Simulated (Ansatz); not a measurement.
**ZnO: the gap under strain**

ZnO, P6_3mc, a = 3.230 Å, c = 5.214 Å. Ansatz: PBEsol, PAW, 420 eV, Γ-centred 12×12×6 mesh on 4 atoms, Gaussian smearing 0.02 eV; no spin polarisation. Series: strain along c alone, the other axes held, atoms relaxed; x is the strain in per cent. The gap is sought over the whole zone.

```
x (%) gap y (eV)
 -6.0           ?
 -4.0       0.807
 -2.0       0.757
  0.0       0.704
  2.0       0.648
  4.0       0.586
  6.0       0.519
```

**Question.** Fit y = E0 + c1 x + c2 x² to the other rows, give the deformation potential for this strain, and predict the missing gap.

**Answer.** Least squares on the rows shown. y = 0.7046 − 0.02762 x − 0.0005402 x². The deformation potential is 100 c1 = -2.76 eV per unit strain. At x = -6.0 the fit asked for gives 0.851 eV. The run gave 0.857 eV, so the fit is 0.006 eV too low, a small miss on the scale of the series.

Semilocal functionals give gaps under the measured ones; where shallow d states of Zn, Cd, Cu or Ag mix into an O valence top, changes of the gap are off too.